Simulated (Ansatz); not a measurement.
## Convergence notes, G0W0 on KCl (Fm-3m)

A 2-atom cell of KCl started from a crystallographic database, relaxed with r2SCAN; one-shot G0W0 in Ansatz without spin-orbit coupling. Calculated for a static, non-magnetic cell.

```yaml
crystal:
  lattice:
    - [0.00000, 3.14485, 3.14485]
    - [3.14485, 0.00000, 3.14485]
    - [3.14485, 3.14485, 0.00000]
  atoms:
    - { symbol: K, position: [0.00000, 0.00000, 0.00000] }
    - { symbol: Cl, position: [0.50000, 0.50000, 0.50000] }
```

Gaps are read over the mesh points alone. G0W0 here is at a finite number of bands, screening cutoff and k mesh, not at the basis limit.
```
 start       potentials      frequency model   mesh  empty bands  screening cutoff (eV)  Kohn-Sham gap (eV)  G0W0 gap (eV)
   PBE              PAW  contour deformation  4×4×4          141                    100                5.19           7.82
   PBE              PAW  contour deformation  4×4×4          341                    180                5.19           8.00
   PBE              PAW  contour deformation  4×4×4          661                    260                5.19           8.06
 HSE06              PAW  contour deformation  4×4×4          341                    180                6.51           8.62
r2SCAN              PAW  contour deformation  4×4×4          341                    180                5.83           8.35
  PBE0              PAW  contour deformation  4×4×4          341                    180                7.24           8.83
   PBE              PAW     Godby-Needs pole  4×4×4          341                    180                5.19           7.99
   PBE              PAW  contour deformation  8×8×8          101                     80                5.19           7.73
   PBE  norm-conserving  contour deformation  4×4×4          341                    180                5.19           8.00
```

G0W0 moves the gap on the mesh from 5.19 eV (PBE) to 8.06 eV (direct at Γ). Renormalisation factors Z lie between 0.80 and 0.87.

Raising bands and cutoff together moves the gap by +0.18 eV (100 to 180 eV), then +0.06 eV (180 to 260 eV); the last step is still large, so the basis limit isn't reached. Starting from HSE06 (6.51 eV against PBE's 5.19 eV) gives 8.62 eV, +0.62 eV from G0W0@PBE at the same screening cutoff. Starting from r2SCAN (5.83 eV against PBE's 5.19 eV) gives 8.35 eV, +0.35 eV from G0W0@PBE at the same screening cutoff. Starting from PBE0 (7.24 eV against PBE's 5.19 eV) gives 8.83 eV, +0.83 eV from G0W0@PBE at the same screening cutoff. The Godby-Needs plasmon pole differs from contour deformation by -0.01 eV. Norm-conserving potentials (wave cutoff 850 eV against 420 eV) shift the quasiparticle gap by 0.00 eV and the PBE gap by 0.00 eV. r2SCAN runs take a wave cutoff of 500 eV.
